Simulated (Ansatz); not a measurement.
Born–Oppenheimer molecular dynamics of a periodic cell of 16 atoms, Li (start crystal Li, start structure bcc, volume 1 times the crystal's). It goes on from the last frame of an earlier run, with new velocities.

These are results of DFT PBE-D3(BJ), scalar-relativistic, plane waves, PAW (Ansatz), not measurements. Settings: cutoff 420 eV, k mesh 2x2x2, fermi-dirac smearing 0.16 eV, no spin polarisation.

```json
{
  "ensemble": "NVT, Langevin thermostat",
  "time step": "1 fs",
  "steps asked": "349",
  "set temperature": "1440 K",
  "friction": "0.02 /fs",
  "temperature schedule": "262 steps to 300 K, then 87 steps to 300 K",
  "seed": "615080"
}
```

Frames 5 fs apart, positions in Å, forces in eV/Å.

Velocities at 10.0 fs (Å/ps):

```
Li 10.44 9.95 2.03
Li -25.14 -5.16 1.42
Li -10.07 -13.10 -11.83
Li 3.47 5.10 14.24
Li -15.06 4.80 -4.02
Li -0.49 -18.33 12.04
Li -19.94 15.02 13.77
Li 5.87 -9.14 -21.08
Li 5.48 -6.48 4.06
Li -17.10 6.68 -20.23
Li -26.15 -22.23 -1.09
Li 11.30 0.36 -11.26
Li 12.64 8.76 -18.23
Li -7.91 12.95 8.31
Li -4.02 9.98 4.60
Li 17.07 -5.35 2.62
```

```xyz
16
Lattice="6.9800 0.0000 0.0000 0.0000 6.9800 0.0000 0.0000 0.0000 6.9800" Properties=species:S:1:pos:R:3:forces:R:3 time_fs=10.0 energy_less_start_eV=-0.061 T=1261
Li 0.259 0.688 0.032 0.01 -0.34 -0.21
Li 3.323 -0.602 -0.972 0.26 0.39 -0.14
Li -0.871 3.253 0.222 0.08 0.09 -0.34
Li 0.503 -0.760 4.527 0.12 -0.21 0.04
Li 1.628 1.106 2.054 -0.85 -0.56 0.36
Li 3.030 2.011 0.329 0.32 0.18 -0.72
Li 3.773 -0.064 2.670 -1.24 -1.06 0.44
Li 5.279 1.210 1.916 0.93 0.96 -0.01
Li 0.889 4.405 2.643 0.03 -0.23 -0.21
Li 1.893 5.120 0.252 -0.51 -0.14 0.95
Li 0.679 1.777 4.585 0.05 0.50 -0.17
Li 3.066 2.839 2.844 0.67 0.45 0.16
Li 5.669 5.683 1.361 0.05 0.00 -0.58
Li 5.035 0.717 4.869 0.18 0.56 0.06
Li 2.268 3.880 5.152 0.14 -0.22 -0.17
Li 5.283 4.655 3.698 -0.24 -0.37 0.55
16
Lattice="6.9800 0.0000 0.0000 0.0000 6.9800 0.0000 0.0000 0.0000 6.9800" Properties=species:S:1:pos:R:3:forces:R:3 time_fs=15.0 energy_less_start_eV=-0.060 T=1405
Li 0.307 0.724 0.033 0.03 -0.33 -0.34
Li 3.199 -0.625 -1.003 0.50 0.54 -0.23
Li -0.908 3.205 0.129 0.07 0.22 -0.31
Li 0.521 -0.722 4.612 0.05 -0.41 -0.09
Li 1.549 1.122 2.033 -0.82 -0.44 0.58
Li 3.031 1.930 0.393 0.32 0.27 -0.89
Li 3.668 0.002 2.747 -0.82 -0.97 0.32
Li 5.342 1.192 1.794 0.58 0.71 0.24
Li 0.929 4.377 2.655 0.00 -0.14 -0.23
Li 1.773 5.155 0.172 -0.64 -0.21 1.15
Li 0.540 1.705 4.594 0.23 0.80 -0.30
Li 3.125 2.856 2.832 0.60 0.36 0.20
Li 5.728 5.716 1.293 -0.08 -0.07 -0.45
Li 4.980 0.789 4.913 0.11 0.44 0.11
Li 2.233 3.915 5.160 0.13 -0.53 -0.26
Li 5.360 4.633 3.698 -0.27 -0.25 0.49
16
Lattice="6.9800 0.0000 0.0000 0.0000 6.9800 0.0000 0.0000 0.0000 6.9800" Properties=species:S:1:pos:R:3:forces:R:3 time_fs=20.0 energy_less_start_eV=-0.126 T=1215
Li 0.361 0.754 0.033 0.01 -0.31 -0.49
Li 3.066 -0.665 -1.033 0.67 0.56 -0.23
Li -0.903 3.180 0.025 0.06 0.32 -0.27
Li 0.518 -0.701 4.687 -0.06 -0.54 -0.21
Li 1.433 1.163 2.024 -0.61 -0.30 0.77
Li 3.027 1.874 0.427 0.28 0.29 -0.90
Li 3.587 0.031 2.826 -0.57 -0.80 0.17
Li 5.394 1.218 1.683 0.25 0.51 0.45
Li 0.997 4.346 2.669 -0.11 -0.04 -0.24
Li 1.595 5.158 0.149 -0.59 -0.26 1.10
Li 0.418 1.649 4.593 0.30 0.95 -0.40
Li 3.196 2.874 2.821 0.53 0.26 0.19
Li 5.738 5.736 1.242 -0.14 -0.10 -0.36
Li 4.889 0.913 4.980 0.05 0.32 0.14
Li 2.159 3.898 5.148 0.15 -0.66 -0.18
Li 5.409 4.628 3.703 -0.23 -0.20 0.45
16
Lattice="6.9800 0.0000 0.0000 0.0000 6.9800 0.0000 0.0000 0.0000 6.9800" Properties=species:S:1:pos:R:3:forces:R:3 time_fs=25.0 energy_less_start_eV=-0.185 T=1286
Li 0.419 0.803 0.044 -0.03 -0.28 -0.68
Li 2.930 -0.684 -1.082 0.84 0.59 -0.25
Li -0.913 3.185 -0.090 0.06 0.36 -0.21
Li 0.486 -0.689 4.719 -0.15 -0.55 -0.26
Li 1.316 1.187 2.029 -0.30 -0.18 0.93
Li 3.049 1.868 0.439 0.13 0.25 -0.83
Li 3.523 0.030 2.923 -0.44 -0.64 0.02
Li 5.399 1.270 1.615 0.12 0.35 0.54
Li 1.036 4.335 2.672 -0.18 0.01 -0.27
Li 1.456 5.167 0.131 -0.51 -0.32 1.04
Li 0.289 1.625 4.586 0.36 0.98 -0.47
Li 3.256 2.875 2.803 0.44 0.24 0.22
Li 5.723 5.746 1.187 -0.20 -0.07 -0.28
Li 4.838 1.047 5.036 -0.11 0.16 0.17
Li 2.047 3.862 5.112 0.17 -0.70 -0.05
Li 5.441 4.646 3.742 -0.22 -0.19 0.39
16
Lattice="6.9800 0.0000 0.0000 0.0000 6.9800 0.0000 0.0000 0.0000 6.9800" Properties=species:S:1:pos:R:3:forces:R:3 time_fs=30.0 energy_less_start_eV=-0.337 T=1403
Li 0.504 0.845 0.028 -0.10 -0.16 -0.70
Li 2.837 -0.681 -1.137 0.86 0.46 -0.19
Li -0.956 3.207 -0.242 0.06 0.37 -0.05
Li 0.435 -0.679 4.731 -0.18 -0.54 -0.29
Li 1.206 1.185 2.072 -0.04 -0.11 0.93
Li 3.072 1.869 0.417 -0.05 0.21 -0.66
Li 3.450 -0.011 3.030 -0.32 -0.46 -0.12
Li 5.394 1.331 1.597 0.13 0.24 0.50
Li 1.048 4.335 2.639 -0.22 0.02 -0.24
Li 1.325 5.160 0.106 -0.38 -0.31 0.92
Li 0.163 1.602 4.579 0.38 0.96 -0.54
Li 3.317 2.880 2.773 0.32 0.23 0.29
Li 5.691 5.769 1.166 -0.23 -0.04 -0.21
Li 4.787 1.160 5.131 -0.23 0.01 0.09
Li 1.894 3.816 5.084 0.22 -0.69 -0.01
Li 5.458 4.659 3.833 -0.21 -0.19 0.29
16
Lattice="6.9800 0.0000 0.0000 0.0000 6.9800 0.0000 0.0000 0.0000 6.9800" Properties=species:S:1:pos:R:3:forces:R:3 time_fs=35.0 energy_less_start_eV=-0.456 T=1406
Li 0.585 0.898 -0.043 -0.15 -0.03 -0.50
Li 2.798 -0.680 -1.171 0.79 0.23 -0.09
Li -0.952 3.252 -0.408 0.03 0.38 0.16
Li 0.387 -0.675 4.749 -0.17 -0.52 -0.30
Li 1.113 1.162 2.115 0.12 -0.09 0.75
Li 3.104 1.857 0.354 -0.26 0.26 -0.39
Li 3.380 -0.039 3.145 -0.22 -0.28 -0.25
Li 5.361 1.403 1.581 0.25 0.18 0.40
Li 1.093 4.328 2.621 -0.31 0.07 -0.22
Li 1.212 5.166 0.100 -0.24 -0.26 0.77
Li 0.057 1.596 4.550 0.28 0.86 -0.63
Li 3.374 2.913 2.752 0.21 0.17 0.30
Li 5.655 5.817 1.157 -0.23 -0.04 -0.17
Li 4.727 1.239 5.255 -0.21 -0.12 -0.08
Li 1.754 3.769 5.059 0.29 -0.62 0.07
Li 5.451 4.690 3.913 -0.19 -0.19 0.18
16
Lattice="6.9800 0.0000 0.0000 0.0000 6.9800 0.0000 0.0000 0.0000 6.9800" Properties=species:S:1:pos:R:3:forces:R:3 time_fs=40.0 energy_less_start_eV=-0.473 T=1612
Li 0.623 0.937 -0.144 -0.16 0.10 -0.14
Li 2.775 -0.678 -1.221 0.66 -0.02 0.05
Li -0.906 3.321 -0.523 -0.06 0.33 0.36
Li 0.313 -0.687 4.786 -0.14 -0.41 -0.30
Li 1.058 1.134 2.197 0.19 -0.13 0.31
Li 3.105 1.823 0.244 -0.52 0.36 0.04
Li 3.305 -0.089 3.255 -0.08 -0.11 -0.38
Li 5.315 1.478 1.567 0.37 0.13 0.31
Li 1.141 4.278 2.609 -0.46 0.16 -0.21
Li 1.134 5.171 0.124 -0.06 -0.16 0.66
Li -0.064 1.613 4.471 0.09 0.70 -0.60
Li 3.393 2.975 2.706 0.21 0.09 0.30
Li 5.608 5.859 1.171 -0.23 -0.05 -0.15
Li 4.646 1.333 5.406 0.00 -0.24 -0.40
Li 1.600 3.733 5.041 0.41 -0.55 0.12
Li 5.456 4.700 3.987 -0.23 -0.20 0.04
16
Lattice="6.9800 0.0000 0.0000 0.0000 6.9800 0.0000 0.0000 0.0000 6.9800" Properties=species:S:1:pos:R:3:forces:R:3 time_fs=45.0 energy_less_start_eV=-0.221 T=1447
Li 0.633 0.983 -0.234 -0.20 0.15 0.02
Li 2.774 -0.667 -1.299 0.45 -0.28 0.28
Li -0.870 3.378 -0.620 -0.16 0.26 0.54
Li 0.218 -0.728 4.824 -0.07 -0.18 -0.28
Li 0.984 1.113 2.249 0.31 -0.18 -0.02
Li 3.100 1.804 0.152 -0.96 0.47 0.52
Li 3.241 -0.130 3.329 0.03 0.05 -0.56
Li 5.234 1.570 1.542 0.53 0.03 0.27
Li 1.180 4.229 2.595 -0.63 0.24 -0.17
Li 1.050 5.188 0.156 0.17 -0.06 0.50
Li -0.178 1.648 4.352 -0.18 0.45 -0.40
Li 3.383 3.060 2.655 0.25 0.01 0.30
Li 5.570 5.858 1.189 -0.27 0.02 -0.11
Li 4.546 1.443 5.561 0.45 -0.34 -0.91
Li 1.460 3.659 5.031 0.58 -0.39 0.14
Li 5.446 4.691 4.047 -0.32 -0.23 -0.12
16
Lattice="6.9800 0.0000 0.0000 0.0000 6.9800 0.0000 0.0000 0.0000 6.9800" Properties=species:S:1:pos:R:3:forces:R:3 time_fs=50.0 energy_less_start_eV=0.201 T=1313
Li 0.604 1.017 -0.276 -0.21 0.16 0.06
Li 2.796 -0.641 -1.384 0.20 -0.49 0.65
Li -0.845 3.446 -0.692 -0.34 0.13 0.66
Li 0.103 -0.732 4.830 0.03 -0.07 -0.22
Li 0.900 1.045 2.327 0.48 -0.25 -0.34
Li 3.063 1.826 0.097 -1.35 0.49 0.92
Li 3.179 -0.186 3.401 0.13 0.20 -0.89
Li 5.191 1.671 1.497 0.61 -0.04 0.27
Li 1.180 4.185 2.558 -0.75 0.28 -0.14
Li 0.963 5.210 0.149 0.36 0.02 0.38
Li -0.274 1.679 4.240 -0.46 0.36 -0.10
Li 3.365 3.144 2.609 0.30 -0.06 0.31
Li 5.518 5.851 1.218 -0.30 0.07 -0.09
Li 4.435 1.554 5.649 0.89 -0.33 -1.35
Li 1.335 3.573 5.006 0.78 -0.20 0.10
Li 5.429 4.670 4.047 -0.36 -0.26 -0.22
16
Lattice="6.9800 0.0000 0.0000 0.0000 6.9800 0.0000 0.0000 0.0000 6.9800" Properties=species:S:1:pos:R:3:forces:R:3 time_fs=55.0 energy_less_start_eV=0.447 T=1322
Li 0.540 1.033 -0.306 -0.27 0.12 0.05
Li 2.778 -0.632 -1.474 -0.01 -0.59 1.05
Li -0.841 3.522 -0.724 -0.53 -0.05 0.70
Li -0.016 -0.748 4.801 0.15 0.04 -0.10
Li 0.832 0.952 2.409 0.66 -0.34 -0.64
Li 2.942 1.854 0.133 -1.29 0.39 0.94
Li 3.138 -0.243 3.443 0.23 0.30 -1.24
Li 5.164 1.757 1.457 0.63 -0.06 0.24
Li 1.155 4.178 2.506 -0.81 0.22 -0.02
Li 0.854 5.230 0.178 0.52 0.12 0.20
Li -0.352 1.681 4.115 -0.74 0.41 0.24
Li 3.348 3.241 2.551 0.33 -0.08 0.32
Li 5.449 5.863 1.249 -0.34 0.10 -0.06
Li 4.332 1.625 5.680 0.98 -0.22 -1.38
Li 1.230 3.485 4.982 0.92 -0.05 0.04
Li 5.414 4.641 4.041 -0.43 -0.31 -0.34
16
Lattice="6.9800 0.0000 0.0000 0.0000 6.9800 0.0000 0.0000 0.0000 6.9800" Properties=species:S:1:pos:R:3:forces:R:3 time_fs=60.0 energy_less_start_eV=0.416 T=1037
Li 0.464 1.040 -0.298 -0.32 0.05 -0.04
Li 2.738 -0.647 -1.518 -0.13 -0.59 1.28
Li -0.841 3.586 -0.714 -0.66 -0.17 0.64
Li -0.107 -0.783 4.787 0.23 0.13 -0.03
Li 0.796 0.837 2.438 0.70 -0.40 -0.69
Li 2.798 1.899 0.208 -0.99 0.30 0.79
Li 3.112 -0.310 3.454 0.29 0.34 -1.42
Li 5.176 1.880 1.416 0.55 -0.06 0.23
Li 1.118 4.143 2.456 -0.92 0.14 0.11
Li 0.768 5.232 0.231 0.63 0.23 0.06
Li -0.412 1.678 4.028 -0.84 0.44 0.38
Li 3.317 3.358 2.522 0.41 -0.11 0.30
Li 5.388 5.888 1.269 -0.36 0.14 -0.03
Li 4.258 1.665 5.686 0.83 -0.14 -1.19
Li 1.156 3.408 4.977 0.99 0.03 -0.02
Li 5.364 4.598 4.037 -0.41 -0.33 -0.37
16
Lattice="6.9800 0.0000 0.0000 0.0000 6.9800 0.0000 0.0000 0.0000 6.9800" Properties=species:S:1:pos:R:3:forces:R:3 time_fs=65.0 energy_less_start_eV=-0.066 T=1482
Li 0.386 1.048 -0.283 -0.34 -0.03 -0.16
Li 2.685 -0.662 -1.475 -0.11 -0.48 1.16
Li -0.856 3.642 -0.666 -0.58 -0.14 0.47
Li -0.173 -0.786 4.737 0.25 0.13 0.05
Li 0.784 0.733 2.417 0.55 -0.36 -0.54
Li 2.645 1.980 0.335 -0.48 0.19 0.42
Li 3.074 -0.346 3.437 0.32 0.29 -1.25
Li 5.247 2.038 1.382 0.41 -0.10 0.23
Li 1.064 4.119 2.408 -0.89 0.01 0.24
Li 0.725 5.253 0.302 0.62 0.30 -0.09
Li -0.452 1.724 3.982 -0.76 0.34 0.26
Li 3.318 3.435 2.517 0.35 -0.07 0.31
Li 5.312 5.893 1.259 -0.35 0.18 0.00
Li 4.248 1.709 5.636 0.42 -0.11 -0.75
Li 1.136 3.323 4.973 0.95 0.14 0.02
Li 5.335 4.523 4.027 -0.34 -0.28 -0.35
```

Of the whole run (349 fs, mean temperature of the second half 596 K): The schedule's set-point averaged 395 K over the second half and the system 596 K, so it lags behind the ramp. A run of 0.35 ps of so small a system gives no equilibrium averages. Limits of this set-up: coarse k mesh.

The run took 20 min on 1 thread of Arm Neoverse V2, with other jobs on the host, peak memory 0.52 GiB.
